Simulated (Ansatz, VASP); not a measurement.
Given: the input of a run of Ansatz 0.2.0 on WC (Qusongite).

Contents of input.yaml:

```yaml
crystal:
  lattice:
    - [2.9065, 0.0, 0.0]
    - [-1.45325, 2.5171028361, 0.0]
    - [0.0, 0.0, 2.8366]
  atoms:
    - { symbol: W, position: [0.0, 0.0, 0.0] }
    - { symbol: C, position: [0.6666666667, 0.3333333333, 0.5] }
hamiltonian:
  xc: blyp
  pseudopotentials: { kind: paw }
kpoints:
  mp_grid: { grid: [10, 10, 9] }
  band_path:
    path:
      - [[0.0, 0.0, 0.0], [0.5, 0.0, 0.0], [0.3333333333, 0.3333333333, 0.0], [0.0, 0.0, 0.0], [0.0, 0.0, 0.5], [0.5, 0.0, 0.5], [0.3333333333, 0.3333333333, 0.5], [0.0, 0.0, 0.5]]
      - [[0.5, 0.0, 0.5], [0.5, 0.0, 0.0]]
      - [[0.3333333333, 0.3333333333, 0.0], [0.3333333333, 0.3333333333, 0.5]]
    npoints: 14
scf:
  occupations: { method: fermi_dirac, width: 0.05 }
  n_extra_bands: 6
output:
  forces: true
  stress: true
  eigenvalues: true
  fatbands: false
```

Potentials or basis: Ansatz PAW.

Run with:

```sh
$ ansatz run input.yaml --threads 2 --pin off --max-ram 5632MiB --backend cpu --events-out ev --progress --plain --runs-dir out
```

**Question.** Translate it to VASP 6.6.1. Potentials there: VASP PAW PBE potentials, release 64 (W_sv, C).

**Answer.** As run (the cutoff follows the program's own potentials):

INCAR

```
SYSTEM = WC
AGGAC = 1.0
AGGAX = 1.0
ALDAC = 0.0
ALDAX = 1.0
ALGO = Normal
EDIFF = 1E-6
ENCUT = 520
GGA = B5
ISIF = 2
ISMEAR = -1
LASPH = .True.
LCHARG = .False.
LMAXMIX = 4
LREAL = .False.
LWAVE = .False.
NBANDS = 16
NELM = 100
PREC = Accurate
SIGMA = 0.05
```

KPOINTS

```
k-points
0
Gamma
  10 10 9
  0 0 0
```

File POSCAR:

```
WC
1.0
    2.9065000000      0.0000000000      0.0000000000
   -1.4532500000      2.5171028361      0.0000000000
    0.0000000000      0.0000000000      2.8366000000
W C
1 1
Direct
    0.0000000000      0.0000000000      0.0000000000
    0.6666666667      0.3333333333      0.5000000000
```

KPOINTS_OPT

```
path GMKGALHA,LM,KH
20
line-mode
reciprocal
 0.0000000000  0.0000000000  0.0000000000  G
 0.5000000000  0.0000000000  0.0000000000  M

 0.5000000000  0.0000000000  0.0000000000  M
 0.3333333333  0.3333333333  0.0000000000  K

 0.3333333333  0.3333333333  0.0000000000  K
 0.0000000000  0.0000000000  0.0000000000  G

 0.0000000000  0.0000000000  0.0000000000  G
 0.0000000000  0.0000000000  0.5000000000  A

 0.0000000000  0.0000000000  0.5000000000  A
 0.5000000000  0.0000000000  0.5000000000  L

 0.5000000000  0.0000000000  0.5000000000  L
 0.3333333333  0.3333333333  0.5000000000  H

 0.3333333333  0.3333333333  0.5000000000  H
 0.0000000000  0.0000000000  0.5000000000  A

 0.5000000000  0.0000000000  0.5000000000  L
 0.5000000000  0.0000000000  0.0000000000  M

 0.3333333333  0.3333333333  0.0000000000  K
 0.3333333333  0.3333333333  0.5000000000  H
```

Potentials or basis: VASP PAW PBE potentials, release 64 (W_sv, C).

Command:

```console
$ cat potpaw_PBE.64/W_sv/POTCAR potpaw_PBE.64/C/POTCAR > POTCAR
$ mpirun -np 1 vasp_std > vasp.out
```

Both were run:

|  | VASP | Ansatz | Ansatz less VASP |
| --- | --- | --- | --- |
| gap on the k mesh at the Fermi level (eV) | none | none | - |
| pressure (GPa) | 21.2 | 18.5 | -2.66 |
| largest component of the traceless stress (GPa) | 0.44 | 0.74 | +0.303 |

A gap of «none» marks a metal or a gap that the smearing closes.

Caveats: so large a pressure means that the cell lies far from this level's equilibrium, or that cutoff or potentials fall short; spin-orbit coupling is left out, which moves the levels of the heavy elements; the potentials were made for another functional, which shifts forces and pressure (VASP); the pressure holds a Pulay correction of +0.3 GPa for the finite cutoff (Ansatz); the PAW data sets come from PBE, with cores solved anew for the run's functional, which leaves a small shift of forces and pressure (Ansatz).
